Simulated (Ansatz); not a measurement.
Rows from a G0W0 calculation on LaBi (honeycomb monolayer) (Ansatz 0.2.0; G0W0 on PBE, plane waves, PAW; 6×6×1 mesh, 362 empty bands, screening to 42 eV), in eV. Spin-orbit coupling is left out.

```tsv
row	Σx	Σc	Vxc	Z
A	-19.00	-9.69	-32.05	0.52
B	-5.20	-3.87	-9.87	0.70
C	-15.12	0.73	-14.19	0.70
D	-19.43	-9.95	-32.80	0.51
E	-20.06	-10.37	-33.91	0.50
F	-11.60	0.82	-10.22	0.71
```

Question: Which rows are filled states and which are empty ones, and how can one tell?

Filled: C and F. Empty: A, B, D and E. The sign of Σc tells: for a filled state bare exchange, which holds its interaction with itself, lies below Vxc (Σx − Vxc is -0.9 eV or lower here) and screening gives part back as a positive Σc. For an empty state Σx lies above Vxc (+4.7 eV or more) and the Coulomb hole leaves Σc negative.

[Paths, hosts, dates, memory and timing lines, banners, echoed tables and standing remarks are left out of the program output.]

[Logs are printed without paths, hosts, clocks, repeated set-up lines and the standing remarks that a program may print on its own settings, such as how far it seeks lower states.]

[Runs of the session that timed out or met a known fault of the program may be left out.]

[Cells called generated may have been cut or substituted from an entry of the Crystallography Open Database or the Materials Project.]

[Hosts, paths, dates, database ids (printed as entryN), source tags and the programs' standing remarks are cut or masked in the printed files.]
